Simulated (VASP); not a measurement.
Set up this calculation in VASP 6.6.1, as the native input.

```yaml
Task: band structure
Functional: PBE
Potentials_or_basis: VASP PAW PBE potentials, release 64 (Gd)
Cutoff: 520 eV
k_mesh: 7 × 7 × 7
Occupations: fermi-dirac, width 0.05 eV
Spin: collinear spin, ferromagnetic start
Starting_moments: "[7.0] μB"
Further_INCAR_settings: ALGO = Normal; EDIFF = 1e-06; NBANDS = 19
```

Crystal: Gd.

```
CELL_PARAMETERS angstrom
-2.02500 2.02500 2.02500
2.02500 -2.02500 2.02500
2.02500 2.02500 -2.02500
ATOMIC_POSITIONS crystal
Gd 0.00000 0.00000 0.00000
```

This isn't the form of Gd at room conditions, which is hcp.

One way to write it, as run:

POSCAR

```
Gd
1.0
   -2.0250000000      2.0250000000      2.0250000000
    2.0250000000     -2.0250000000      2.0250000000
    2.0250000000      2.0250000000     -2.0250000000
Gd
1
Direct
    0.0000000000      0.0000000000      0.0000000000
```

INCAR.step1

```
  PREC = Accurate
  ENCUT = 520
  EDIFF = 1E-6
  ISMEAR = -1
  SIGMA = 0.05
  LREAL = False
  LASPH = True
  NELM = 100
  ALGO = Normal
  ISIF = 2
  LWAVE = False
  LCHARG = True
  ISPIN = 2
  MAGMOM = 7
  LORBIT = 11
  LMAXMIX = 6
  GGA = PE
  NBANDS = 19
```

KPOINTS.step1

```
regular mesh
0
Gamma
  7 7 7
```

INCAR.step2

```
  PREC = Accurate
  ENCUT = 520
  EDIFF = 1E-6
  ISMEAR = 0
  SIGMA = 0.05
  LREAL = False
  LASPH = True
  NELM = 100
  ALGO = Normal
  ISIF = 2
  LWAVE = False
  LCHARG = False
  ISPIN = 2
  MAGMOM = 7
  LORBIT = 11
  LMAXMIX = 6
  GGA = PE
  NBANDS = 19
  ICHARG = 11
```

KPOINTS.step2

```
path GHNGPH,PN
15
line-mode
reciprocal
 0.0000000000  0.0000000000  0.0000000000  G
 0.5000000000 -0.5000000000  0.5000000000  H

 0.5000000000 -0.5000000000  0.5000000000  H
 0.0000000000  0.0000000000  0.5000000000  N

 0.0000000000  0.0000000000  0.5000000000  N
 0.0000000000  0.0000000000  0.0000000000  G

 0.0000000000  0.0000000000  0.0000000000  G
 0.2500000000  0.2500000000  0.2500000000  P

 0.2500000000  0.2500000000  0.2500000000  P
 0.5000000000 -0.5000000000  0.5000000000  H

 0.2500000000  0.2500000000  0.2500000000  P
 0.0000000000  0.0000000000  0.5000000000  N
```

Potentials or basis: VASP PAW PBE potentials, release 64 (Gd).

Command:

```sh
$ cat potpaw_PBE.64/Gd/POTCAR > POTCAR
$ cp INCAR.step1 INCAR
$ cp KPOINTS.step1 KPOINTS
$ mpirun -np 1 vasp_std > vasp.out
$ cp INCAR.step2 INCAR
$ cp KPOINTS.step2 KPOINTS
$ mpirun -np 1 vasp_std > vasp.out
```

It gave:

```yaml
Band_gap_along_the_path: none (metal or under the smearing width)
Net_moment: 7.64 μB per cell
```

Caveat: the log is that of the step along the path at fixed density, whose energy, stress, charges and moments have no meaning; spin-orbit coupling is left out, which moves the levels of the heavy elements.

It took 3.2 min on 1 thread of AMD EPYC 7R43 64-Core Processor (Zen 3), on a shared host, peak memory 0.2 GiB.
